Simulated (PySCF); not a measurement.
Species: C4H6.
Numbering: `[CH2:1]1[C@H:2]2[CH2:3][C@@H:4]12` (hydrogens: H5, H6 on C1; H7 on C2; H8, H9 on C3; H10 on C4)

The same species was optimised twice, with GFN2-xTB and with PBE0-D3(BJ)/def2-SVP (PySCF), and the same property calculations (PySCF, gas phase) were run on both structures.

```json
{"coordinate": "C4–H10 (Å)", "GFN2-xTB": "1.068", "PBE0-D3(BJ)/def2-SVP": "1.089", "change": "+0.021"}
{"coordinate": "C2–H7 (Å)", "GFN2-xTB": "1.068", "PBE0-D3(BJ)/def2-SVP": "1.089", "change": "+0.021"}
{"coordinate": "C3–H9 (Å)", "GFN2-xTB": "1.085", "PBE0-D3(BJ)/def2-SVP": "1.101", "change": "+0.016"}
{"coordinate": "C1–H6 (Å)", "GFN2-xTB": "1.085", "PBE0-D3(BJ)/def2-SVP": "1.101", "change": "+0.016"}
{"coordinate": "C3–H8 (Å)", "GFN2-xTB": "1.083", "PBE0-D3(BJ)/def2-SVP": "1.096", "change": "+0.013"}
{"coordinate": "C1–H5 (Å)", "GFN2-xTB": "1.083", "PBE0-D3(BJ)/def2-SVP": "1.096", "change": "+0.013"}
{"coordinate": "C2–C4 (Å)", "GFN2-xTB": "1.481", "PBE0-D3(BJ)/def2-SVP": "1.477", "change": "-0.004"}
{"coordinate": "C3–C4 (Å)", "GFN2-xTB": "1.496", "PBE0-D3(BJ)/def2-SVP": "1.492", "change": "-0.004"}
{"coordinate": "C1–C2 (Å)", "GFN2-xTB": "1.495", "PBE0-D3(BJ)/def2-SVP": "1.492", "change": "-0.003"}
{"coordinate": "C1–C4 (Å)", "GFN2-xTB": "1.496", "PBE0-D3(BJ)/def2-SVP": "1.492", "change": "-0.004"}
{"coordinate": "C2–C3 (Å)", "GFN2-xTB": "1.495", "PBE0-D3(BJ)/def2-SVP": "1.492", "change": "-0.003"}
{"coordinate": "C4–C2–H7 (°)", "GFN2-xTB": "134.9", "PBE0-D3(BJ)/def2-SVP": "130.6", "change": "-4.3"}
{"coordinate": "C2–C4–H10 (°)", "GFN2-xTB": "134.9", "PBE0-D3(BJ)/def2-SVP": "130.6", "change": "-4.3"}
{"coordinate": "C1–C4–C3 (°)", "GFN2-xTB": "96.1", "PBE0-D3(BJ)/def2-SVP": "98.2", "change": "+2.1"}
{"coordinate": "C1–C2–C3 (°)", "GFN2-xTB": "96.1", "PBE0-D3(BJ)/def2-SVP": "98.3", "change": "+2.2"}
{"coordinate": "C3–C4–H10 (°)", "GFN2-xTB": "131.9", "PBE0-D3(BJ)/def2-SVP": "130.3", "change": "-1.6"}
{"coordinate": "C1–C2–H7 (°)", "GFN2-xTB": "131.9", "PBE0-D3(BJ)/def2-SVP": "130.3", "change": "-1.6"}
{"coordinate": "C3–C2–H7 (°)", "GFN2-xTB": "131.8", "PBE0-D3(BJ)/def2-SVP": "130.3", "change": "-1.5"}
{"coordinate": "C1–C4–H10 (°)", "GFN2-xTB": "131.8", "PBE0-D3(BJ)/def2-SVP": "130.3", "change": "-1.5"}
```

Rotational constants: A = 17091, B = 9519, C = 8587 MHz (GFN2-xTB) against A = 17436, B = 9358, C = 8476 MHz (PBE0-D3(BJ)/def2-SVP). Point groups within 0.08 Å: C2v and C2v.

On the GFN2-xTB structure: lowest singlet, TDDFT (eV) 7.49 [wB97X-D/def2-SVPD]; lowest triplet, Tamm–Dancoff (eV) 7.09 [wB97X-D/def2-SVPD]; isotropic polarisability (au) 43.0 [wB97X-D/def2-SVPD]; HOMO (eV) -9.02 [wB97X-D/def2-SVPD]; LUMO (eV) 2.76 [wB97X-D/def2-SVPD]; dipole (D) 0.61 [wB97X-D/def2-SVPD]; HOMO (eV) -7.16 [PBE0/pcSseg-1]; LUMO (eV) 1.92 [PBE0/pcSseg-1]; dipole (D) 0.70 [PBE0/pcSseg-1]; GIAO shielding of C1/C3 (mean) (ppm) 157.5 [PBE0/pcSseg-1]; GIAO shielding of C2/C4 (mean) (ppm) 187.5 [PBE0/pcSseg-1].

Question: What do these properties become on the PBE0-D3(BJ)/def2-SVP structure?

Answer: 
```
                                    property              level  on GFN2-xTB  on PBE0-D3(BJ)/def2-SVP  change
                  lowest singlet, TDDFT (eV)  wB97X-D/def2-SVPD         7.49                     7.34   -0.15
           lowest triplet, Tamm–Dancoff (eV)  wB97X-D/def2-SVPD         7.09                     6.92   -0.17
               isotropic polarisability (au)  wB97X-D/def2-SVPD         43.0                     43.8    +0.8
                                   HOMO (eV)  wB97X-D/def2-SVPD        -9.02                    -8.95   +0.07
                                   LUMO (eV)  wB97X-D/def2-SVPD         2.76                     2.72   -0.04
                                  dipole (D)  wB97X-D/def2-SVPD         0.61                     0.70   +0.09
energy, GFN2-xTB geometry as zero (kcal/mol)  wB97X-D/def2-SVPD          0.0                     -1.1    -1.1
                                   HOMO (eV)      PBE0/pcSseg-1        -7.16                    -7.08   +0.08
                                   LUMO (eV)      PBE0/pcSseg-1         1.92                     1.73   -0.19
                                  dipole (D)      PBE0/pcSseg-1         0.70                     0.79   +0.09
energy, GFN2-xTB geometry as zero (kcal/mol)      PBE0/pcSseg-1          0.0                     -0.8    -0.8
        GIAO shielding of C1/C3 (mean) (ppm)      PBE0/pcSseg-1        157.5                    154.0    -3.5
        GIAO shielding of C2/C4 (mean) (ppm)      PBE0/pcSseg-1        187.5                    186.8    -0.7
```

The heavy atoms differ by 0.019 Å rms after alignment. Among all bonds C2–H7 and C4–H10 change most and about equally (+0.021 Å). Changes are differences of the printed values. Neither structure is proved a minimum here.

The pairwise dispersion term of wB97X-D wasn't added to the energies; at a given geometry it leaves orbitals and properties as they are.
